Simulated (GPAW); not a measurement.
MgSi:

```
Si Mg
1.0
     2.90839    0.00000    0.00000
     0.00000    2.90839    0.00000
     0.00000    0.00000    4.10343
Si Mg
1 1
Cartesian
  1.4542 1.4542 2.0517
  0.0000 0.0000 0.0000
```

The cell comes from a database or a generator and needn't be the stable form of this composition.

* Program: GPAW 26.7.0
* Task: relaxation of cell and atoms
* Functional: PBEsol
* Potentials or basis: PAW data sets generated in the run's folder for this functional
* Cutoff: 800 eV
* Basis: pw
* k mesh: 8 × 8 × 6
* Occupations: fermi-dirac, width 0.05 eV
* Spin: no spin polarisation

At the start: pressure -1.8 GPa; volume 17.35 Å³/atom.

**Question.** Where does the relaxation end?

**Answer.** Over 6 steps the energy falls by 5.2 meV/atom and the volume is 16.95 Å³/atom (-2.4 %); space group P4/mmm (No. 123, to 0.05 Å).

Step by step:
```csv
step,energy change (eV),largest force (eV/Å),pressure (GPa),volume (Å³)
1,0.0000,0.0000,-1.78,34.71
2,-0.0029,0.0000,-1.50,34.57
3,-0.0103,0.0000,0.31,33.73
4,-0.0104,0.0000,0.17,33.79
5,-0.0104,0.0000,0.09,33.83
6,-0.0104,0.0000,-0.02,33.89
```

Final structure:
```yaml
crystal:
  lattice:
    - [2.90549, 0.00000, 0.00000]
    - [0.00000, 2.90549, 0.00000]
    - [0.00000, 0.00000, 4.01480]
  atoms:
    - { symbol: Si, position: [0.50000, 0.50000, 0.50000] }
    - { symbol: Mg, position: [0.00000, 0.00000, 0.00000] }
```

Caveat: later steps reuse the first step's grids.
